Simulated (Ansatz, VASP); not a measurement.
One calculation of C, two programs

Contents of INCAR:

```
  PREC = Accurate
  ENCUT = 520
  EDIFF = 1E-7
  ISMEAR = 0
  SIGMA = 0.15
  LREAL = False
  LASPH = True
  NELM = 100
  ALGO = Normal
  ISIF = 2
  LWAVE = False
  LCHARG = False
  GGA = PE
  IVDW = 12
  NBANDS = 16
```

File KPOINTS:

```
regular mesh
0
Gamma
  18 18 6
```

POSCAR

```
C
1.0
    2.4649796670      0.0000000000      0.0000000000
   -1.2324898335      2.1347350114      0.0000000000
    0.0000000000      0.0000000000      6.7384328704
C
4
Direct
    0.0000000000      0.0000000000      0.0025000175
    0.0000000000      0.0000000000      0.5025000175
    0.3333333333      0.6666666667      0.0024999825
    0.6666666667      0.3333333333      0.5024999825
```

Input for Ansatz:

```yaml
crystal:
  lattice:
    - [2.464979667, 0.0, 0.0]
    - [-1.2324898335, 2.1347350114, 0.0]
    - [0.0, 0.0, 6.7384328704]
  atoms:
    - { symbol: C, position: [0.0, 0.0, 0.0025000175] }
    - { symbol: C, position: [0.0, 0.0, 0.5025000175] }
    - { symbol: C, position: [0.3333333333, 0.6666666667, 0.0024999825] }
    - { symbol: C, position: [0.6666666667, 0.3333333333, 0.5024999825] }
basis:
  ecutwfc: 420
kpoints:
  mp_grid: { grid: [18, 18, 6] }
hamiltonian:
  xc: pbe
  dispersion: d3bj
scf:
  occupations: { method: gaussian, width: 0.15 }
output:
  forces: true
  stress: true
  eigenvalues: true
  write_density: true
  write_potential: true
  elf: true
  volumetric_format: npy
```

Alike in both runs: task single point; functional PBE; dispersion D3(BJ); k mesh 18 × 18 × 6; occupations gaussian, width 0.15 eV; no spin polarisation.

|  | VASP | Ansatz |
| --- | --- | --- |
| version | VASP 6.6.1 | Ansatz 0.2.0 |
| potentials or method | VASP PAW PBE potentials, release 64 (C) | scalar-relativistic, plane waves, PAW |
| plane-wave cutoff (eV) | 520 | 420 |
| valence electrons in the cell | 16 | 16 |

VASP gave:

- gap on the k mesh at the Fermi level (eV): none
- pressure (GPa): 0.4
- largest component of the traceless stress (GPa): 0.53

Task: Estimate Ansatz's values.

Result: gap on the k mesh at the Fermi level (eV): none; pressure (GPa): 0.0; largest component of the traceless stress (GPa): 0.00.

A gap of «none» marks a metal or a gap that the smearing closes.
